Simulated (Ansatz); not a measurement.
# V_Al-H in Al2O3 (R-3c): charge-transition levels and formation energies, part 2 of 2

Wanted: the transition levels of a complex in Al2O3 (R-3c), from a cell of 80 host atoms with 1 Al taken out and 1 H put in.

Ansatz; place-levels on PBEsol runs: charge-transition levels and formation energies with image-charge correction and potential alignment at the atomic sites.

So far: Starting point; The runs of each charge state; place-levels, PBEsol.

**3. place-levels, PBEsol (continued)**

Levels between the charges placed, in eV above the valence top:

```csv
,gap (eV),(+1/0),(0/−1),(−1/−2)
PBEsol,6.03,-0.01,0.56,1.16
```

Corrections by state:

```csv
charge,moment (μB),image terms and alignment (eV),band filling (eV),ε used,"over the lowest of its charge, as the program ranks them, band filling apart (eV)"
+1,1.0,-0.106,-,"principal values (9.72, 9.72, 11.81)",0.000
0,2.0,0.000,-,-,0.000
−1,1.0,0.488,-,"principal values (9.72, 9.72, 11.81)",0.000
−2,0.0,1.379,-,"principal values (9.72, 9.72, 11.81)",0.000
0,0.0,0.000,-,-,0.148
−2,2.0,1.241,-,"principal values (9.72, 9.72, 11.81)",6.366
```

The charged structures listed were also run neutral, and place-levels reads from each pair, by the potential or the spins, how wide the charge is by which they differ; that can be the carrier of either run.

```csv
charge,rms radius (Å),spread where it is widest against the cell (Å),wide from (Å),reading
+1,3.4,2.13,1.36,wide
−1,4.2,2.68,1.36,wide
−2,3.9,2.51,1.36,wide
```

The neutral runs of these pairs need not share the spin of the lowest neutral state, and very wide values only mean spread over the cell.

From the program's caveats on the states, each cut to its opening words:

- charge +1 (1 μB): it parts from the run at its places by a charge that spreads by about 2.1 Å along one vector (1.4 Å or more is wide), by its potential at epsilon [3.3, 3.3, [...]
- charge +1 (1 μB), −1 (1 μB), 0, −2 (2 μB): its displacements don't fall off away from the defect: farther atoms stand 0.013 Å off the host's places
- charge 0 (2 μB): its displacements don't fall off away from the defect: farther atoms stand 0.011 Å off the host's places
- charge −1 (1 μB): it parts from the run at its places by a charge that spreads by about 2.7 Å along one vector (1.4 Å or more is wide), by its potential at epsilon [3.3, 3.3, [...]
- charge −2: it parts from the run at its places by a charge that spreads by about 2.5 Å along one vector (1.4 Å or more is wide), by its potential at epsilon [3.3, 3.3, [...]
- charge −2: its displacements don't fall off away from the defect: farther atoms stand 0.017 Å off the host's places
- charge −2 (2 μB): it parts from the run at its places by a charge that spreads by about 3.1 Å along one vector (1.4 Å or more is wide), by its potential at epsilon [3.3, 3.3, [...]
- charge −2 (2 μB): its moments are held at its close (magnetization.spin_locking), by a field of 3.407 eV a Bohr magneton, and its energy and levels are of the state that this [...]

The host's formation energy from the elements is -3.094 eV per atom; it sets how far the chemical potentials can move.

Limit set by the element alone; other compounds of these elements are not counted. Chemical potentials from the elements' reference states: Al 0.00 eV, O -5.16 eV, H 0.00 eV. Formation energy by charge state (Al-rich; gap 6.03 eV):

```csv
charge,at valence top (eV),at conduction bottom (eV),correction included (eV)
+1,9.32,15.35,-0.11
0,9.30,9.30,0.00
−1,9.86,3.83,0.49
−2,11.02,-1.04,1.38
```

| Fermi level (eV) | lowest formation energy (eV) |
| --- | --- |
| 0.00 | 9.30 |
| 0.55 | 9.30 |
| 1.10 | 8.76 |
| 1.64 | 7.73 |
| 2.19 | 6.64 |
| 2.74 | 5.54 |
| 3.29 | 4.43 |
| 3.84 | 3.34 |
| 4.39 | 2.24 |
| 4.93 | 1.15 |
| 5.48 | 0.05 |
| 6.03 | -1.04 |

Limit set by the element alone; other compounds of these elements are not counted. Chemical potentials from the elements' reference states: O 0.00 eV, Al -7.73 eV, H 0.00 eV. Formation energies (O-rich), with the Fermi level at the valence top and at the conduction bottom (gap 6.03 eV):

```csv
charge,at valence top (eV),at conduction bottom (eV),correction included (eV)
+1,1.58,7.61,-0.11
0,1.57,1.57,0.00
−1,2.12,-3.91,0.49
−2,3.28,-8.78,1.38
```

```json
{"Fermi level (eV)": "0.00", "lowest formation energy (eV)": "1.57"}
{"Fermi level (eV)": "0.55", "lowest formation energy (eV)": "1.57"}
{"Fermi level (eV)": "1.10", "lowest formation energy (eV)": "1.03"}
{"Fermi level (eV)": "1.64", "lowest formation energy (eV)": "0.00"}
{"Fermi level (eV)": "2.19", "lowest formation energy (eV)": "-1.10"}
{"Fermi level (eV)": "2.74", "lowest formation energy (eV)": "-2.19"}
{"Fermi level (eV)": "3.29", "lowest formation energy (eV)": "-3.30"}
{"Fermi level (eV)": "3.84", "lowest formation energy (eV)": "-4.40"}
{"Fermi level (eV)": "4.39", "lowest formation energy (eV)": "-5.49"}
{"Fermi level (eV)": "4.93", "lowest formation energy (eV)": "-6.59"}
{"Fermi level (eV)": "5.48", "lowest formation energy (eV)": "-7.68"}
{"Fermi level (eV)": "6.03", "lowest formation energy (eV)": "-8.78"}
```

**4. The same at the relaxations' own k-points**

The relaxations' own energies give the levels at their sampling, for comparison.

Input file levels.relax_mesh.yaml:

```yaml
host:
  run: host.relax.run
states: [qm2.relax.run, qm2_M2.relax.run, qm1_M1.relax.run, q0.relax.run, q0_M2.relax.run, qp1_M1.relax.run]
chemical_potentials:
  Al:
    energy: -524.553864
    dataset: <sha256 of the dataset>
  H:
    energy: -15.609288
    dataset: "<sha256 of the dataset>"
```

The run is started by

```console
> ansatz place-levels levels.relax_mesh.yaml -- --threads 8 --pin off --max-ram 22609MiB
```

What it wrote:

```text
(+1/0) 0.008 eV beneath the valence edge, in the valence band
(0/-1) 0.564 eV above the valence edge, 5.463 eV under the conduction edge
(-1/-2) 1.189 eV above the valence edge, 4.839 eV under the conduction edge
formation energy of charge +1: +9.262 eV with the Fermi level at the valence edge
formation energy of charge 0: +9.255 eV with the Fermi level at the valence edge
formation energy of charge -1: +9.819 eV with the Fermi level at the valence edge
formation energy of charge -2: +11.008 eV with the Fermi level at the valence edge
  edges by pbesol, gap 6.028 eV; the host is sampled to repeats of 9.55 Å
[... the lines on each state left out ...]
```

Elapsed: 0.18 s, on 8 threads of Arm Neoverse V2, shared host.

Levels between neighbouring charges, in eV above the valence top:

```csv
,gap (eV),(+1/0),(0/−1),(−1/−2)
"one point at (¼, ¼, ¼)",6.03,-0.01,0.56,1.19
a 2×2×2 shifted mesh,6.03,-0.01,0.56,1.16
```

Going from one point at (¼, ¼, ¼) to a 2×2×2 shifted mesh moves the levels that carry no band-filling term by up to 0.03 eV and formation energies against the elements by up to 0.05 eV.

**5. Summary of results**

| Property | Result |
| --- | --- |
| gap of the host | 6.03 eV (PBEsol) |
| level (plus 1/0) | 0.01 eV below the valence top |
| level (0/minus 1) | 0.56 eV above the valence top |
| level (minus 1/minus 2) | 1.16 eV above the valence top |
| lowest of the charges placed, just above the valence top (0.02 eV) | 0 |
| lowest of the charges placed, just below the conduction bottom (0.02 eV) | −2 |
| lowest formation energy at mid-gap of the charges run, Al-rich | 4.99 eV |
| lowest formation energy at mid-gap of the charges run, O-rich | -2.75 eV |

In words: Of the charges placed (−2, −1, 0 and +1), the lowest changes at 0.56 eV (0/−1) and 1.16 eV (−1/−2) above the valence top, in a gap of 6.03 eV. (+1/0) lies 0.01 eV from a band edge, less than the doubt on such levels. Charges below −2 were not placed, so these runs say nothing of levels that involve them. States placed: +1 at 1 μB; 0 at 2 μB and 0 μB; −1 at 1 μB; −2 at 0 μB and 2 μB. Other spin states or structures, where not listed, weren't placed. H is taken at its element; compounds, which aren't counted here, bound the chemical potentials and would shift these formation energies. Going from one point at (¼, ¼, ¼) to a 2×2×2 shifted mesh moves the levels that carry no band-filling term by up to 0.03 eV and formation energies against the elements by up to 0.05 eV. Keep in mind: PBEsol makes the gap too small and tends to spread out bound carriers; where a gas molecule sets a chemical potential or the host's formation energy, its binding is uncorrected; force components of up to 0.14 eV/Å remain in a run at the final settings.

Computed beside measured:

```
                                                                                                 quantity  measured           PBEsol
band gap (least gap of the host; the measured gap is an optical one, which needn't be the least gap) (eV)       8.7  6.03 (-2.67 eV)
```

Measured values from pmc:5906618 (2018).

**Verdict.** The band gap is off by -2.67 eV: a clear miss. Local and semilocal functionals usually give gaps below the measured ones. An optical gap can lie under the band gap by the exciton's binding. Zero-point and thermal motion shift the measured gap.

[Logs are printed without paths, hosts, clocks, repeated set-up lines and the standing remarks that a program may print on its own settings, such as how far it seeks lower states.]

[Hosts, paths, dates, database ids (printed as entryN), source tags and the programs' standing remarks are cut or masked in the printed files.]

[Where a table of states has a column of steps, it counts the stored structures, which are thinned; the runs took as many ionic steps or more.]

[A defect's name tells the site on which it was built; relaxed atoms can leave that site.]

[For some hosts the program warned that the k-mesh of the response run may be too coarse for force constants and the static dielectric constant; such warnings are not shown here.]
